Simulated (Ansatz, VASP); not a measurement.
# One calculation of Cu3Au (Auricupride), two programs

```
Au Cu
1.0
     3.74000    0.00000    0.00000
     0.00000    3.74000    0.00000
     0.00000    0.00000    3.74000
Au Cu
1 3
Direct
  0.00000 0.00000 0.00000
  0.50000 0.50000 0.00000
  0.50000 0.00000 0.50000
  0.00000 0.50000 0.50000
```

Alike in both runs: task band structure; functional PBE; k mesh 7 × 7 × 7; occupations fermi-dirac, width 0.05 eV; no spin polarisation.

```csv
,VASP,Ansatz
version,VASP 6.6.1,Ansatz 0.2.0
potentials or method,"VASP PAW PBE potentials, release 64 (Au, Cu_pv)",Ansatz PAW
plane-wave cutoff (eV),520,420
valence electrons in the cell,62,76
```

|  | VASP | Ansatz | Ansatz less VASP |
| --- | --- | --- | --- |
| gap on the k mesh at the Fermi level (eV) | none | none | - |
| pressure (GPa) | 4.9 | 4.9 | +0.05 |

A gap of «none» marks a metal or a gap that the smearing closes. The two sets of potentials don't hold the same shells in valence.

Caveats: spin-orbit coupling is left out, which moves the levels of the heavy elements.
